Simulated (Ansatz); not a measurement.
A run of Ansatz 0.2.0 is set up as follows.

input.yaml

```yaml
crystal:
  lattice:
    - [4.15, 0.0, 0.0]
    - [-2.075, 3.5940054257, 0.0]
    - [0.0, 0.0, 5.78]
  atoms:
    - { symbol: Sb, position: [0.6666666667, 0.3333333333, 0.75] }
    - { symbol: Sb, position: [0.3333333333, 0.6666666667, 0.25] }
    - { symbol: Mn, position: [0.0, 0.0, 0.5], spin: 4.0 }
    - { symbol: Mn, position: [0.0, 0.0, 0.0], spin: 4.0 }
hamiltonian:
  xc: pbe
  pseudopotentials: { kind: paw }
magnetization:
  spin_polarized: true
kpoints:
  mp_grid: { grid: [6, 6, 4] }
scf:
  occupations: { method: fermi_dirac, width: 0.05 }
output:
  forces: true
  stress: true
elastic:
  mode: relaxed_ion
  stencil: two_point
```

Potentials or basis: Ansatz PAW.

Command:

```bash
$ ansatz run input.yaml --threads 2 --pin off --max-ram 5120MiB --backend cpu --events-out ev --progress --plain --runs-dir out
```

Question: What does it give for the Voigt bulk modulus?

Answer: 54 GPa.

Question: Estimate the net moment.

Answer: 6.71 μB per cell.

Question: What does it give for the site moments?

Answer: Sb -0.13; Mn +3.44 μB.

Question: Predict the absolute moment.

Answer: 7.60 μB per cell.

Stress tensor (GPa, compression positive):
```
-2.75  0.00  0.00
 0.00 -2.75  0.00
 0.00  0.00 -3.73
```

Caveat: the cell is more than 3 GPa from zero pressure, which shifts response properties; elastic constants of metals need much finer meshes, so these are rough. The run has no spin-orbit coupling, so splittings on Sb are missing.
